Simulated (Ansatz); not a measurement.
# CuAu under changes of volume

One of the cells (15.351 Å³/atom); the others are scaled copies at fixed shape and fractional positions:

```
CELL_PARAMETERS angstrom
1.44306 0.83315 4.25617
-1.44306 0.83315 4.25617
0.00000 -1.66630 4.25617
ATOMIC_POSITIONS crystal
Au 0.00000 0.00000 0.00000
Cu 0.50000 0.50000 0.50000
```

The cell comes from a database or a generator and needn't be the stable form of this composition.

```yaml
Program: Ansatz 0.2.0
Functional: LDA
Potentials_or_basis: Ansatz PAW
Cutoff: "420 eV (not typed: the program's choice for these potentials)"
k_mesh: 11 × 11 × 11
Occupations: fermi-dirac, width 0.05 eV
Spin: no spin polarisation
```

| volume (Å³/atom) | energy over the lowest point (meV/atom) | pressure (GPa) |
| --- | --- | --- |
| 14.430 | 0.00 | -4.4 |
| 14.737 | 11.65 | -7.6 |
| 15.044 | 28.99 | -10.4 |
| 15.351 | 51.26 | -12.8 |
| 15.658 | 77.79 | -14.9 |
| 15.965 | ? | ? |
| 16.272 | 141.40 | -18.2 |

Question: What does the run at 15.965 Å³/atom give?

Answer: Energy over the lowest point 108.01 meV/atom; pressure -16.6 GPa.

Worked out: A Birch-Murnaghan fit of order 3 (a polynomial in V^(-2/3)) to the other rows has its minimum at 14.06 Å³/atom, just outside them, with B0 = V·E''(V) = 185 GPa and B' = 5.4 at fixed shape and positions, which overstates the stiffness. It gives 108.01 meV/atom at 15.965 Å³/atom, against the run's 108.01, and -dE/dV = -16.6 GPa, against -16.6.

Energies are extrapolated to zero smearing.

Caveats: the PAW data sets come from PBE, with cores solved anew for the run's functional, which leaves a small shift of forces and pressure.
